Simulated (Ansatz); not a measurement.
A plane-wave DFT run in Ansatz 0.2.0 (scalar-relativistic PAW potentials unless the input names others): input and command.

```yaml
crystal:
  lattice:
    - [4.8277049961, 0.0, 0.0]
    - [0.0, 4.8277049961, 0.0]
    - [0.0, 0.0, 3.2379909406]
  atoms:
    - { symbol: Sn, position: [-0.041427552, 0.0, -0.0308833477] }
    - { symbol: Sn, position: [0.5, 0.5, 0.5] }
    - { symbol: O, position: [0.3066050863, 0.3066050863, 0.0] }
    - { symbol: O, position: [0.1933949137, 0.8066050863, 0.5] }
    - { symbol: O, position: [0.6933949137, 0.6933949137, 0.0] }
    - { symbol: O, position: [0.8066050863, 0.1933949137, 0.5] }
kpoints:
  mp_grid: { grid: [6, 6, 8] }
hamiltonian:
  xc: pbe
scf:
  occupations: { method: gaussian, width: 0.05 }
  lower_state_search: "off"
output:
  forces: true
  eigenvalues: true
  stress: true
accuracy: medium
```

```bash
ansatz run input.yaml --threads 2 --pin off --max-ram 5120MiB --backend cpu --events-out ev --progress --plain --runs-dir out
```

Abridged log:
```
Basis set: ecut = 420 eV, 1495 PW (Γ), exchange–correlation on 72×72×48 points (8 copies of the dense FFT grid, shifted against one another)
Bands: 32, of which v1, the nominal top of the filled ones, is band 26 counted from 1 (25 counted from 0)
Symmetry: 1 space group operations
k-points: 148 of 288 (time reversal used)
SCF iter   1: F=—  HF=-14317.453459 eV  |F-HF|=—  |Δ(HF+E_count)|=         —  Δρ=1.48e-3  dr2=8.01e-4  ethr=1.77e-3  ⟨swp⟩=6.1  Hψ=20912  notcnv=0  defer=11
SCF iter   2: F=—  HF=-14317.455581 eV  |F-HF|=—  |Δ(HF+E_count)|=   2.12e-3  Δρ=7.54e-4  dr2=1.77e-4  ethr=1.54e-6  ⟨swp⟩=2.0  Hψ=9678  notcnv=0  defer=25
SCF iter   3: F=—  HF=-14317.455853 eV  |F-HF|=—  |Δ(HF+E_count)|=   2.72e-4  Δρ=3.22e-4  dr2=5.32e-5  ethr=3.41e-7  ⟨swp⟩=2.1  Hψ=6399  notcnv=0
automatic band count: iteration 3 solves 31 bands in place of 32: the levels show a gap, and the empty bands left out lie too high to hold charge; the band table lists the bands solved (type scf.n_extra_bands for more)
SCF iter   4: F=—  HF=-14317.455845 eV  |F-HF|=—  |Δ(HF+E_count)|=   7.99e-6  Δρ=9.14e-5  dr2=5.58e-6  ethr=1.02e-7  ⟨swp⟩=2.0  Hψ=6255  notcnv=0
SCF iter   5: F=—  HF=-14317.455845 eV  |F-HF|=—  |Δ(HF+E_count)|=   4.27e-7  Δρ=4.23e-5  dr2=9.17e-7  ethr=1.07e-8  ⟨swp⟩=2.0  Hψ=6476  notcnv=0
SCF iter   6: F=—  HF=-14317.455846 eV  |F-HF|=—  |Δ(HF+E_count)|=   6.37e-7  Δρ=1.43e-5  dr2=1.14e-7  ethr=1.76e-9  ⟨swp⟩=2.0  Hψ=6144  notcnv=0
SCF iter   7: F=-14317.455846 eV  HF=-14317.455846 eV  |F-HF|=1.83e-8  |Δ(HF+E_count)|=   1.27e-7  Δρ=8.44e-6  dr2=4.40e-8  ethr=1.92e-10  ⟨swp⟩=7.7  Hψ=18298  notcnv=0
SCF 1 converged in 7 iterations: F = -14317.455846 eV  dr2 = 4.40e-8
SCF converged after 7 iterations
Free energy (F): -14317.455846 eV
Harris-Foulkes:  -14317.455846 eV  (|F-HF|=1.83e-8)
Internal energy: -14317.455846 eV  (E = F + TS)
E sigma→0 (E₀):  -14317.455846 eV
Fermi energy:    9.200358 eV
--- Forces (eV/Å), atoms counted from 1 ---
  atom   1  Sn     4.23305367    -0.35082682     1.94948058
  atom   2  Sn    -1.73573734    -0.00373605    -0.00855008
  atom   3  O     -0.08980621    -0.27165704    -0.06062317
  atom   4  O     -0.67211530     0.44836947    -0.35257797
  atom   5  O     -0.69600618    -0.92508919     0.02580978
  atom   6  O     -1.03938369     1.10292562    -1.55354935
--- Stress (GPa, compression-positive) ---
        0.525467       1.487537       1.465779
        1.487537       4.459300      -2.739645
        1.465779      -2.739645       3.645816
  P = ⅓ Tr σ = 2.8769 GPa (28.769 kbar)
```

Apart from outputs and empty bands, the input differs from a reference run on usual settings in accuracy: not typed → "medium"; scf.lower_state_search: not typed → "off"; basis.ecutwfc: 420 → not typed. The reference, at the same geometry (not necessarily relaxed), gave pressure 2.88 GPa, largest force 4.674 eV/Å, gap on the mesh 0.38 eV. This run converged in 7 SCF iterations (reference: 7) with an energy at zero smearing within 0.01 meV/atom of the reference's, pressure 2.88 GPa, largest force 4.674 eV/Å, gap on the mesh 0.38 eV.

The run took 32 s on 2 threads of AMD EPYC (Zen 3) (shared host), peak memory 0.53 GiB.